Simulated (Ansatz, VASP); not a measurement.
Two plane-wave programs on Ge

```xyz
2
Lattice="1.4415 -2.5136 0.0000 1.4415 2.5136 0.0000 0.0000 0.0000 5.0377" Properties=species:S:1:pos:R:3 pbc="T T T"
Ge    1.4415   -0.8373    1.2594
Ge    1.4415    0.8373    3.7783
```

Alike in both runs: task single point; functional LDA; k mesh 20 × 20 × 12; occupations gaussian, width 0.15 eV; no spin polarisation.

```csv
,VASP,Ansatz
version,VASP 6.6.1,Ansatz 0.2.0
potentials or method,"VASP PAW LDA potentials, release 64 (Ge_d)","scalar-relativistic, plane waves, PAW"
plane-wave cutoff (eV),520,420
valence electrons in the cell,28,28
```

```tsv
	VASP	Ansatz	Ansatz less VASP
gap on the k mesh at the Fermi level (eV)	none	none	-
pressure (GPa)	-1.0	-1.0	+0.05
largest component of the traceless stress (GPa)	1.30	1.30	0.000
```

A gap of «none» marks a metal or a gap that the smearing closes.
